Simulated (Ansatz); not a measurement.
Ideal-gas functions of C2H2Cl2 (`Cl/C=C\Cl`) at 400 K and 1 bar, from an Ansatz frequency run at PBE0-D4/def2-TZVP.

Molar mass 96.94 g/mol, point group C2v (symmetry number 2), electronic degeneracy 1, moments of inertia 42.865, 203.386, 246.251 u Å². Harmonic wavenumbers (cm⁻¹, unscaled): 166, 429, 585, 718, 742, 879, 916, 1209, 1317, 1672, 3217, 3238.

Use S(trans) = R[1.5 ln M + 2.5 ln T − 1.1517]; rotational temperatures θ = 24.2544 K / I; S(rot) = R[ln(√π/σ · √(T³/θAθBθC)) + 1.5]; for each mode x = 1.438777 ν̃/T, S = R[x/(eˣ − 1) − ln(1 − e⁻ˣ)] and H = RT x/(eˣ − 1); 1 cm⁻¹ = 0.0119627 kJ/mol; R = 8.31446 J/(mol·K).

Problem. By hand: the entropy, in J/(mol·K).

Solution. Translation 172.0. Rotation: θ = 0.5658, 0.1193, 0.0985 K, giving 107.0. Vibration, mode by mode: 12.72, 5.49, 3.51, 2.41, 2.25, 1.52, 1.37, 0.58, 0.42, 0.14, 0.00, 0.00, in all 30.4. Electronic 0.0. Sum 309.4 J/(mol·K).

Problem. By hand: H − E and G − E in kJ/mol, counted from the electronic energy.

Solution. Zero-point energy ½ × 15088 × 0.0119627 = 90.2; thermal vibration 7.4; translation, rotation and pV give 4 RT = 13.3. H − E = 110.9 kJ/mol, and G − E = 110.9 − 400 × 309.4/1000 = -12.9 kJ/mol.

Vibration gives 10 % of the entropy.
